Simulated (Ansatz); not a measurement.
## ZnO (P6_3mc): the host for defect calculations

Aim: the runs on the perfect crystal ZnO (P6_3mc) that a defect calculation needs first.

Program: Ansatz 0.2.0. Level of theory: plane-wave PAW DFT, r2SCAN; relaxation of the host's cell and atoms; PAW set soft_1, in the first sound run; inputs show where later runs differ. Results are calculated unless marked as measured.

**1. Set-up**

It takes space group P6_3mc (No. 186, hexagonal). The conventional cell has a = 3.237 Å, b = 3.237 Å, c = 5.222 Å, α = 90.00°, β = 90.00°, γ = 120.00°. Zn has 4 O at 1.97 to 1.98 Å nearest. Nearest to O lie 4 Zn at 1.97 to 1.98 Å. Farther neighbours and most contacts between anions are not listed.

**2. Host cell relaxation**

Cell and atoms are relaxed together, until forces and stress fall under their thresholds.

Contents of cell/input.yaml:

```yaml
crystal:
  lattice:
    - [3.237351, 0.0, 0.0]
    - [-1.6186755, 2.8036282, 0.0]
    - [0.0, 0.0, 5.2220613]
  atoms:
    - { symbol: Zn, position: [0.66666667, 0.33333333, 0.5005917] }
    - { symbol: Zn, position: [0.33333333, 0.66666667, 0.0005917] }
    - { symbol: O, position: [0.66666667, 0.33333333, 0.8797183] }
    - { symbol: O, position: [0.33333333, 0.66666667, 0.3797183] }
basis:
  ecutwfc: 500
  xc_grid: 2
hamiltonian:
  xc: r2scan
  pseudopotentials: { kind: paw, azcp: { folder: soft_1 } }
kpoints:
  mp_grid: { grid: [10, 10, 6] }
scf:
  occupations: { method: fixed }
  max_iter: 100
relax:
  f_tol: 0.005
  max_steps: 60
  cell: {}
output:
  forces: true
  stress: true
checkpoint:
  write: "../cell.run"
  compress: false
  write_wavefunctions: false
  write_every: 100000
```

Launch:

```sh
$ ansatz run input.yaml --threads 32 --pin off --max-ram 84787MiB --backend cuda --events-out ev --progress --plain --runs-dir out --max-vram 78GiB
```

Numbers of over 12 decimals in the logs are rounded to 6 here.

Log:

```text
[... repeated set-up lines and file paths are left out, and long positions are rounded to six places ...]
Engine: ansatz 0.2.0, aarch64-unknown-linux-gnu
Pseudopotentials: kind: paw
Pseudopotential: Zn, paw, valence charge 12, recommended cutoff 500 eV (meta_gga), soft_1/Zn.paw.azcp
Pseudopotential: O, paw, valence charge 6, recommended cutoff 500 eV (meta_gga), soft_1/O.paw.azcp
Functional definition: r2SCAN
  parameter k0 = 0.174
  parameter k1 = 0.065
  parameter a1 = 4.9479
  exchange = r2scan_x(k0 = k0, k1 = k1, a1 = a1)
  correlation = r2scan_c
[...]
Crystal: 4 atoms, lattice volume = 47.397 Å³
Basis set: ecut = 500 eV, 1177 PW (Γ), exchange–correlation on 48×48×80 points (8 copies of the dense FFT grid, shifted against one another)
Bands: 22, of which v1, the nominal top of the filled ones, is band 18 counted from 1 (17 counted from 0)
Symmetry: 12 space group operations
Space group: P63mc (ITA 186), of the structure as read, at distance tolerance 3.6e-5 Å
k-points: 56 of 600 (time reversal used)
Non-local potential: Zn, projectors of the file, l = 0: 2, l = 1: 2, l = 2: 3, l = 3: 1
Non-local potential: O, projectors of the file, l = 0: 2, l = 1: 2, l = 2: 1
PAW form: soft (Blöchl's): semilocal exchange-correlation on the pseudo side does not see the compensation charge
PAW frozen core: Zn, regenerated for the run's functional (the file was generated under x = pbe(κ = 0.804, μ = 0.219515), c = pbe(β = 0.066725))
PAW frozen core: O, regenerated for the run's functional (the file was generated under x = pbe(κ = 0.804, μ = 0.219515), c = pbe(β = 0.066725))
PAW one-centre angular grid: Zn, 590 points (default); XC on 160 Gauss nodes
PAW one-centre angular grid: O, 302 points (default); XC on 160 Gauss nodes
Initial density: superposition of atomic densities (chi_scale 0.1, normalization cell, long waves kept (reshape's long-wave potential 0.00 eV rms))
Initial wavefunctions: pseudopotential atomic-orbital guess
[...]
Functional: x = r2scan, c = r2scan; τ floored in thin density (d = 2e-4 eV/Å³)
SCF iter   1: F=—  HF=-7790.854318 eV  |Δ(HF+E_count)|=         —  Δρ=1.24e-1  dr2=3.83e0  dr2_τ=8.62e-2  Hψ=5795
preconditioner: auto → Resta (q_TF=auto, 2.606 Å⁻¹)  ε∞=5.7  [insulator: Δε(μ)=1.673 eV  Ē_g=14.865 eV  n_scr=22 (ndim 8)  ℏωp=32.4 eV  f_vac=0.000  ε∞_Penn≈5.7]
SCF iter   2: F=—  HF=-7789.894420 eV  |Δ(HF+E_count)|=   9.60e-1  Δρ=3.01e-2  dr2=3.59e-1  dr2_τ=1.73e-2  Hψ=2858
[...]
SCF iter   9: F=-7789.864603 eV  HF=-7789.864603 eV  |Δ(HF+E_count)|=   1.92e-7  Δρ=7.76e-6  dr2=2.11e-8  dr2_τ=1.17e-9  Hψ=5592
SCF 1 converged in 9 iterations: F = -7789.864603 eV  dr2 = 2.11e-8
  greatest PAW one-centre occupation: 0.987 electrons in one spin orbital (limit 2), on the Zn atom at site 1 (counted from 0), in its partial waves of l = 2
relax step   1: F+E_penalty+E_count = -7789.86460267 eV  Δ(F+E_penalty+E_count) = +0.000e0 eV  max|allowed force component| = 6.085e-3 eV/Å  Δτ_max = 0.0000 Å  P = -0.498 GPa  Ω = 47.397 Å³  (9 SCF iters, dr2 threshold 1.00e-7 eV, accepted)
[... the SCF cycles and remarks between the steps are left out from here to the last step ...]
relax step   2: F+E_penalty+E_count = -7789.86489065 eV  Δ(F+E_penalty+E_count) = -2.880e-4 eV  max|allowed force component| = 6.223e-3 eV/Å  Δτ_max = 0.0004 Å  P = -0.235 GPa  Ω = 47.313 Å³  energy of the carried Pulay correction = +8.119e-5 eV  (4 SCF iters, dr2 threshold 4.00e-7 eV, accepted)
relax step   3: F+E_penalty+E_count = -7789.86502876 eV  Δ(F+E_penalty+E_count) = -1.381e-4 eV  max|allowed force component| = 4.030e-3 eV/Å  Δτ_max = 0.0005 Å  P = +0.006 GPa  Ω = 47.236 Å³  energy of the carried Pulay correction = +1.552e-4 eV  (5 SCF iters, dr2 threshold 1.38e-7 eV, accepted)
[...]
iter 1 solved again at ethr=1.13e-7 eV; its pass at ethr=3.10e-3 eV (dr2=4.05e-5 eV) is discarded
SCF iter   1: F=—  HF=-7789.864732 eV  |Δ(HF+E_count)|=         —  Δρ=2.14e-5  dr2=8.55e-8  dr2_τ=2.85e-8  Hψ=9381
[...]
SCF iter   2: F=—  HF=-7789.864841 eV  |Δ(HF+E_count)|=   1.08e-4  Δρ=1.48e-5  dr2=3.94e-8  dr2_τ=2.81e-9  Hψ=2292
SCF iter   3: F=—  HF=-7789.864841 eV  |Δ(HF+E_count)|=   1.30e-9  Δρ=2.55e-6  dr2=1.34e-9  dr2_τ=4.12e-10  Hψ=1977
SCF iter   4: F=—  HF=-7789.864841 eV  |Δ(HF+E_count)|=   2.51e-9  Δρ=1.02e-6  dr2=3.87e-10  dr2_τ=4.37e-11  Hψ=2128
SCF iter   5: F=—  HF=-7789.864841 eV  |Δ(HF+E_count)|=  2.02e-10  Δρ=6.17e-7  dr2=1.36e-10  dr2_τ=5.83e-12  Hψ=2127
SCF iter   6: F=-7789.864841 eV  HF=-7789.864841 eV  |Δ(HF+E_count)|=  1.29e-10  Δρ=1.91e-7  dr2=1.95e-11  dr2_τ=6.31e-13  Hψ=7044
SCF 4 converged in 6 iterations: F = -7789.864841 eV  dr2 = 1.95e-11
relax step   4: F+E_penalty+E_count = -7789.86484074 eV  Δ(F+E_penalty+E_count) = +1.880e-4 eV  max|allowed force component| = 4.052e-3 eV/Å  Δτ_max = 0.0000 Å  P = +0.006 GPa  Ω = 47.236 Å³  stress off target by 2.33e-2 GPa  SCF on the basis re-selected at this cell (its energy is not comparable with the rows above)  (6 SCF iters)
basis re-selected at this cell: Δ(F+E_penalty+E_count) = +1.880e-4 eV, ΔP = -0.000 GPa vs the last step (what re-selecting the basis moved, of the pressure what is left beyond the Pulay correction that the steps carried, after the strain that the cell walked [...]
SCF converged after 6 iterations
Free energy (F): -7789.864841 eV
Harris-Foulkes:  -7789.864841 eV  (|F-HF|=1.82e-12)
Internal energy: -7789.864841 eV  (E = F + TS)
E sigma→0 (E₀):  -7789.864841 eV
Fermi energy:    6.918175 eV
--- Per-component energies (eV) ---
  E_band       = 47.846821
  E_kinetic    = 629.975706
  E_local      = -4446.295322  (includes V_loc(G=0)·N_el)
  E_nonlocal   = 1767.647354
  E_hartree    = 1676.904727
  E_xc         = -280.241608
  E_vxc        = -304.725094  (∫ρ·V_xc dr)
  E_paw        = -4167.118773  (= ΣΔE_a)
  E_vpaw       = -970.513409  (= ΣTr[D̂ρ^β])
  E_aug_tail   = 0.000657  (compensation charges beyond the density's cutoff)
  E_vtau       = 17.947538  (kinetic-family band-sum trace: ∫τ·v_τ [+ j·A + Jᵃ·Aᵃ] dr)
  E_ewald      = -2970.308465
  E_core_change = -0.429116  (= ΣΔE_core)
  E_smearing   = -0.000000  (= −TS)
  E_closure    = -0.000000  (closes the sum)
  Σ components = -7789.864841   (vs F -7789.864841, Δ=0.00e0)
--- Forces (eV/Å), atoms counted from 1 ---
  atom   1  Zn     0.00000000     0.00000000    -0.00369246
  atom   2  Zn     0.00000000    -0.00000000    -0.00369246
  atom   3  O      0.00000000    -0.00000000     0.00441084
  atom   4  O     -0.00000000     0.00000000     0.00441084
  max |Σ_I F_I| component: 1.44e-3 eV/Å
--- Stress (GPa, compression-positive) ---
       -0.002171      -0.000000      -0.000000
        0.000000      -0.002171      -0.000000
       -0.000000      -0.000000       0.023265
  P = ⅓ Tr σ = 0.0063 GPa (0.063 kbar)
--- Band table (eV; the first three rows and the last of 56) ---
  k-point 0: bands = ["-12.2228", "-11.5049", "1.0669", "1.0669", "1.1205", "1.1882", "1.2735", "1.2735", "2.3282", "2.3282", "2.5355", [... rest cut ...]
  k-point 1: bands = ["-12.1770", "-11.5556", "1.0685", "1.0720", "1.0748", "1.0748", "1.2529", "1.2529", "2.3470", "2.3470", "2.5274", [... rest cut ...]
--- Relaxed structure (3 steps of the walk, 3 accepted, 1 SCFs on fresh bases) ---
  F+E_penalty+E_count = -7789.86484074 eV   max|allowed force component| = 4.052e-3 eV/Å   (the final SCF, on the basis selected at the relaxed cell)
  cell:  # Å, volume = 47.2360 Å³
    - [3.234895, 0.0, 0]
    - [-1.617448, 2.801502, 0]
    - [0.0, 0, 5.212208]
  atoms:
    - { symbol: Zn, position: [0.666667, 0.333333, 0.500418] }
    - { symbol: Zn, position: [0.333333, 0.666667, 0.000418] }
    - { symbol: O, position: [0.666667, 0.333333, 0.879892] }
    - { symbol: O, position: [0.333333, 0.666667, 0.379892] }
```

The job ended after 3.5 s (1 × NVIDIA GB200 with 32 threads of Arm Neoverse V2, shared host; peak memory 0.93 GiB).

Step by step:

```tsv
step	energy less that of the first step (eV)	largest force component (eV/Å)	pressure (GPa)	volume (Å³)
1	0.0000	0.0061	-0.50	47.40
2	-0.0003	0.0062	-0.23	47.31
3	-0.0004	0.0040	0.01	47.24
4*	-0.0002	0.0041	0.01	47.24
```

Relaxation steps marked * repeat the geometry before them on a plane-wave basis chosen anew for their cell, so energy and pressure can jump there.

Forces are held to the 12 operations that the run works with; a distortion that breaks them can't arise in this run.

```tsv
conventional cell, symmetrised	before	after	change
a (Å)	3.237	3.235	-0.1 %
b (Å)	3.237	3.235	-0.1 %
c (Å)	5.222	5.212	-0.2 %
volume (Å³/atom)	11.85	11.81	-0.3 %
```

Final coordinates:

```xyz
4
Lattice="3.2349 0.0000 0.0000 -1.6174 2.8015 0.0000 0.0000 0.0000 5.2122" Properties=species:S:1:pos:R:3 pbc="T T T"
Zn    1.6175    0.9338    2.6083
Zn    0.0000    1.8677    0.0022
O     1.6175    0.9338    4.5862
O     0.0000    1.8677    1.9801
```

This step gave:

```yaml
pressure: 0.006307 GPa
```

**3. Dielectric tensors of the host**

The response to a uniform electric field gives the electronic dielectric tensor.

This step: plane-wave PAW DFPT, PBEsol; dielectric tensors, Born charges and zone-centre modes of the host; PAW set soft_1 (Ansatz 0.2.0).

Contents of eps/input.yaml:

```yaml
crystal:
  lattice:
    - [3.2348953597, 0.0, 0.0]
    - [-1.6174476799, 2.8015015601, 0.0]
    - [0.0, 0.0, 5.2122082498]
  atoms:
    - { symbol: Zn, position: [0.6666666667, 0.3333333333, 0.5004175113] }
    - { symbol: Zn, position: [0.3333333333, 0.6666666667, 0.0004175113] }
    - { symbol: O, position: [0.6666666667, 0.3333333333, 0.8798924887] }
    - { symbol: O, position: [0.3333333333, 0.6666666667, 0.3798924887] }
basis:
  ecutwfc: 420
hamiltonian:
  xc: pbesol
  pseudopotentials: { kind: paw, azcp: { folder: soft_1 }, xc_functional: pbe }
kpoints:
  mp_grid: { grid: [9, 9, 5] }
scf:
  occupations: { method: fixed }
  max_iter: 100
phonons:
  method: dfpt
  dielectric: true
  rigid_motions: translations
```

Log:

```text
[...]
Crystal: 4 atoms, lattice volume = 47.236 Å³
Basis set: ecut = 420 eV, 941 PW (Γ), exchange–correlation on 48×48×72 points (8 copies of the dense FFT grid, shifted against one another)
Bands: 22, of which v1, the nominal top of the filled ones, is band 18 counted from 1 (17 counted from 0)
Symmetry: 12 space group operations
k-points: 115 of 405 (irreducible under 2 space group operations, time reversal used)
[...]
SCF iter   1: F=—  HF=-7685.185201 eV  |Δ(HF+E_count)|=         —  Δρ=1.10e-1  dr2=3.03e0  Hψ=11917
[...]
SCF iter   2: F=—  HF=-7684.362580 eV  |Δ(HF+E_count)|=   8.23e-1  Δρ=2.22e-2  dr2=2.12e-1  Hψ=5756
[...]
SCF iter  11: F=-7684.261888 eV  HF=-7684.261888 eV  |Δ(HF+E_count)|=  2.80e-10  Δρ=2.58e-7  dr2=2.54e-11  Hψ=15663
SCF 1 converged in 11 iterations: F = -7684.261888 eV  dr2 = 2.54e-11
[...]
the response reads at least the filled bands of the reference SCF and the lowest empty band at each k-point, and that SCF's band table does not vouch for those bands. The notice of the band table in this run's record says why
[...]
NSCF: frozen V_eff on 1 k-points
[...]
NSCF: frozen V_eff on 36 k-points, pencils in batches of 32, up to order 88
[...]
DFPT response loops at q = (0, 0, 0) (fractional): preconditioner auto → Resta (q_TF=auto, 2.608 Å⁻¹)  ε∞=9.3 (no band partly filled); β = 1.00, the filter's whole step (`scf.mixing.beta` (0.50) is not read by the response loops at its default; [...]
[...]
DFPT response loops at Γ: preconditioner auto → Resta (q_TF=auto, 2.608 Å⁻¹)  ε∞=9.3 (no band partly filled); β = 1.00, the filter's whole step (`scf.mixing.beta` (0.50) is not read by the response loops at its default; [...]
── the response to a field inside a basis, on 14×14×8 k-points: an SCF that follows is theirs, and a resumed run solves both again ──
[...]
Bands: 19, of which v1, the nominal top of the filled ones, is band 18 counted from 1 (17 counted from 0)
k-points: 224
[...]
Eigensolver: Dense (224 Hₖ)
SCF iter   1: F=—  HF=-7684.261032 eV  |Δ(HF+E_count)|=         —  Δρ=4.01e-4  dr2=1.54e-5
[...]
SCF iter   5: F=-7684.261030 eV  HF=-7684.261030 eV  |Δ(HF+E_count)|=   9.60e-8  Δρ=1.30e-5  dr2=3.27e-8
SCF 1 converged in 5 iterations: F = -7684.261030 eV  dr2 = 3.27e-8
[...]
WARN: field response: ε∞ stands inside a basis, on 14×14×8 points; [...]
SCF converged after 11 iterations
Free energy (F): -7684.261888 eV
[...]
Internal energy: -7684.261888 eV  (E = F + TS)
E sigma→0 (E₀):  -7684.261888 eV
Fermi energy:    7.140223 eV
[...]
--- Band table (eV; the first three rows and the last of 115) ---
[...]
--- Phonons (Γ-DFPT): 4 representative perturbations + reference (Σ response iterations 24) ---
  k mesh reduced under 2 symmetry operations, with k and −k counted as one. Each operation leaves every solved perturbation unchanged. A smaller set is not considered because the run solves the response to a homogeneous field
  ASR residual: 2.055e-4 → 0.000e0 eV/Å²; symmetrization residual: 2.175e-9 eV/Å²
  ASR residual per site (eV/Å²): 8.71e-5 8.71e-5 2.05e-4 2.05e-4
  Γ frequencies (cm⁻¹): 0.00 0.00 0.00 88.84 88.84 250.56 366.77 387.32 387.32 419.01 419.01 528.47
  ε∞ (high-frequency dielectric tensor):
        5.303922     0.000000    -0.000000
        0.000000     5.303922     0.000000
       -0.000000     0.000000     5.342954
  ε⁰ (static dielectric tensor: ions relaxed, cell fixed):
       10.108048     0.000000    -0.000000
        0.000000    10.108048    -0.000000
       -0.000000    -0.000000    10.971661
  ε⁰ − ε∞ (ionic part):
        4.804126    -0.000000    -0.000000
       -0.000000     4.804126    -0.000000
       -0.000000    -0.000000     5.628707
  softest optical mode at Γ: 88.84 cm⁻¹; the repairs (sum rule, projections) moved no ω² at Γ by more than (1.87 cm⁻¹)²
  Born effective charges Z* (e; rows j = field, columns β = displacement):
    site 0:
         2.10864   -0.00000   -0.00000
         0.00000    2.10864    0.00000
        -0.00000    0.00000    2.16135
    site 1:
         2.10864   -0.00000   -0.00000
         0.00000    2.10864   -0.00000
        -0.00000   -0.00000    2.16135
    site 2:
        -2.10864    0.00000    0.00000
        -0.00000   -2.10864   -0.00000
         0.00000    0.00000   -2.16135
    site 3:
        -2.10864    0.00000    0.00000
        -0.00000   -2.10864   -0.00000
         0.00000   -0.00000   -2.16135
  Z* charge neutrality: 1.723e-3 e pre-enforcement
  solved inside a basis spanned on kpoints, on 14×14×8 k-points transformed towards the longest dipole: ε∞ is read to err by 1.7e-2, Z* by 1.3e-2 e (field_mesh: kpoints solves on kpoints); Z* is corrected for what the basis lacks
  optical modes at Γ without the LO–TO term, one row a degenerate level:
      ω (cm⁻¹)  modes    IR ((D/Å)²/amu)
         88.84      2             0.0000
        250.56      1             0.0000
        366.77      1            16.7694
        387.32      2            31.9230
        419.01      2             0.0000
        528.47      1             0.0000
  optical modes at Γ + LO–TO along q̂ = [1.0000, 0.0000, 0.0000]:
      ω (cm⁻¹)  modes    IR ((D/Å)²/amu)
         88.84      2             0.0000
        250.56      1             0.0000
        366.77      1            16.7694
        387.32      1            15.9615
        419.01      2             0.0000
        528.47      1             0.0000
        534.70      1            15.9615
  optical modes at Γ + LO–TO along q̂ = [0.0000, 1.0000, 0.0000]:
      ω (cm⁻¹)  modes    IR ((D/Å)²/amu)
         88.84      2             0.0000
        250.56      1             0.0000
        366.77      1            16.7694
        387.32      1            15.9615
        419.01      2             0.0000
        528.47      1             0.0000
        534.70      1            15.9615
  optical modes at Γ + LO–TO along q̂ = [0.0000, 0.0000, 1.0000]:
      ω (cm⁻¹)  modes    IR ((D/Å)²/amu)
         88.84      2             0.0000
        250.56      1             0.0000
        387.32      2            31.9230
        419.01      2             0.0000
        525.58      1            16.7694
        528.47      1             0.0000
```

Elapsed: 11 s, on 1 × NVIDIA GB200 with 32 threads; peak memory 2.3 GiB.

In the SCF lines HF is the Harris–Foulkes energy and dr2 the Hartree energy of the density residual, in eV; the loop may stop once dr2 is under the threshold and the program's other checks hold. Hψ counts applications of the Hamiltonian.

Electronic dielectric tensor:

```
5.30 0.00 0.00
0.00 5.30 0.00
0.00 0.00 5.34
```

Static dielectric tensor:

```
10.11  0.00  0.00
 0.00 10.11  0.00
 0.00  0.00 10.97
```

The principal values of the electronic dielectric tensor are 5.30, 5.30 and 5.34. The principal values of the static dielectric tensor are 10.11, 10.11 and 10.97.

[end of part 1 of 3]

[Logs are printed without paths, hosts, clocks, repeated set-up lines and the standing remarks that a program may print on its own settings, such as how far it seeks lower states.]

[Hosts, paths, dates, database ids (printed as entryN), source tags and the programs' standing remarks are cut or masked in the printed files.]

[Runs of the host that timed out are not shown.]

[For some hosts the program warned that the k-mesh of the response run may be too coarse for force constants and the static dielectric constant; such warnings are not always shown.]
